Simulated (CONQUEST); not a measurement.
**SnO2 (Cassiterite) under changes of volume**

One of the cells (11.922 Å³/atom); the others are scaled copies at fixed shape and fractional positions:

```
CELL_PARAMETERS angstrom
3.18650 0.00000 0.00000
0.00000 4.73800 0.00000
0.00000 0.00000 4.73800
ATOMIC_POSITIONS crystal
Sn 0.50000 0.50000 0.50000
Sn 0.00000 0.00000 0.00000
O 0.50000 0.19290 0.19290
O 0.00000 0.69290 0.30710
O 0.50000 0.80710 0.80710
O 0.00000 0.30710 0.69290
```

| Property | Result |
| --- | --- |
| Program | CONQUEST 1.3 |
| Functional | PBE |
| Potentials or basis | PseudoDojo NC PBE, SZ, grid of 36 × 60 × 60 points |
| k mesh | 8 × 6 × 6 |
| Occupations | fermi-dirac, width 0.05 eV |
| Spin | no spin polarisation |

```csv
volume (Å³/atom),energy over the lowest point (meV/atom),pressure (GPa),gap on the mesh (eV),largest force (eV/Å)
11.207,264.35,47.7,0.98,0.807
11.445,?,?,?,?
11.684,143.23,34.6,0.48,0.601
11.922,96.24,29.0,0.25,0.508
12.161,57.12,23.8,none,0.405
12.399,25.32,19.1,none,0.332
12.637,0.00,15.1,none,0.276
```

Problem. What does the run at 11.445 Å³/atom give?

Solution. Energy over the lowest point 198.86 meV/atom; pressure 40.5 GPa; gap on the mesh 0.72 eV; largest force 0.690 eV/Å.

Worked out: A Birch-Murnaghan fit of order 3 (a polynomial in V^(-2/3)) to the other rows has no minimum within the range. It gives 199.08 meV/atom at 11.445 Å³/atom, against the run's 198.86, and -dE/dV = 40.6 GPa, against 40.5.

Energies are extrapolated to zero smearing.

Caveats: the atomic basis is small; the basis of atomic orbitals isn't converged, which shifts pressures, moduli and gaps; spin-orbit coupling is left out, which moves the levels of the heavy elements (some runs).

A mesh can miss the band edges.

A gap of «none» marks a metal or a gap under the smearing width.
